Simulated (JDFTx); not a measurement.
The system is Ge.

```
CELL_PARAMETERS angstrom
0.00000 2.82891 2.82891
2.82891 0.00000 2.82891
2.82891 2.82891 0.00000
ATOMIC_POSITIONS crystal
Ge 0.75000 0.75000 0.75000
Ge 0.50000 0.50000 0.50000
```

Base run:

- Program: JDFTx 1.7.0 (patched build)
- Functional: PBEsol
- Potentials or basis: PseudoDojo-SR-PBEsol-0.4.1-standard
- Cutoff: 1061 eV
- Density cutoff: 8490 eV
- k mesh: 8 × 8 × 8
- Occupations: fermi-dirac, width 0.05 eV
- Spin: no spin polarisation

Its results: band gap on the k mesh none (metal or under the smearing width); pressure 0.6 GPa.

Task: The run is repeated on the same cell with these changes: functional from PBEsol to PBE; potentials or basis from PseudoDojo-SR-PBEsol-0.4.1-standard to PseudoDojo-SR-PBE-0.5-standard. What comes out?

Result: Band gap on the k mesh none (metal or under the smearing width); pressure 3.7 GPa.

Caveats: this crystal is a semiconductor, whose small gap the functional closes, so the metal is an error of the method.
